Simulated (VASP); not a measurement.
The system is ZnS (Wurtzite-2H).

```
Zn S
1.0
     3.81100    0.00000    0.00000
    -1.90550    3.30042    0.00000
     0.00000    0.00000    6.23400
Zn S
2 2
Direct
  0.66667 0.33333 0.50000
  0.33333 0.66667 0.00000
  0.66667 0.33333 0.88500
  0.33333 0.66667 0.38500
```

- Program: VASP 6.6.1
- Task: relaxation of cell and atoms
- Functional: RPBE
- Dispersion: D3(BJ)
- Potentials or basis: VASP PAW PBE potentials, release 64 (Zn, S)
- Cutoff: 600 eV
- k mesh: 8 × 8 × 5
- Occupations: fermi-dirac, width 0.05 eV
- Spin: no spin polarisation

At the start: pressure -5.3 GPa; volume 19.60 Å³/atom.

**Question.** Where does the relaxation end?

**Answer.** Over 10 steps the energy falls by 31.4 meV/atom and the volume is 18.17 Å³/atom (-7.3 %); space group P6_3mc (No. 186, to 0.05 Å).

Step by step:
| step | energy change (eV) | largest force (eV/Å) | pressure (GPa) | volume (Å³) |
| --- | --- | --- | --- | --- |
| 1 | 0.0000 | 0.3359 | -5.29 | 78.41 |
| 2 | -0.1145 | 0.0276 | 1.75 | 71.28 |
| 3 | -0.1215 | 0.1131 | 0.20 | 72.56 |
| 4 | -0.1214 | 0.1200 | 0.04 | 72.67 |
| 5 | -0.1230 | 0.0344 | -0.10 | 72.81 |
| 6 | -0.1231 | 0.0093 | -0.20 | 72.84 |
| 7 | -0.1244 | 0.0009 | -0.04 | 72.74 |
| 8 | -0.1256 | 0.0179 | 0.21 | 72.52 |
| 9 | -0.1256 | 0.0200 | -0.15 | 72.77 |
| 10 | -0.1257 | 0.0042 | -0.04 | 72.67 |

Final structure:
```cif
data_structure
_symmetry_space_group_name_H-M 'P 1'
_symmetry_Int_Tables_number 1
_cell_length_a 3.7155
_cell_length_b 3.7155
_cell_length_c 6.0779
_cell_angle_alpha 90.000
_cell_angle_beta 90.000
_cell_angle_gamma 120.000
_cell_volume 72.67
loop_
_atom_site_label
_atom_site_type_symbol
_atom_site_fract_x
_atom_site_fract_y
_atom_site_fract_z
_atom_site_occupancy
Zn1 Zn 0.66667 0.33333 0.50500 1
Zn2 Zn 0.33333 0.66667 0.00500 1
S1 S 0.66667 0.33333 0.88000 1
S2 S 0.33333 0.66667 0.38000 1
```

Caveat: the PAW data sets were made with another functional, which shifts forces and pressure a little.
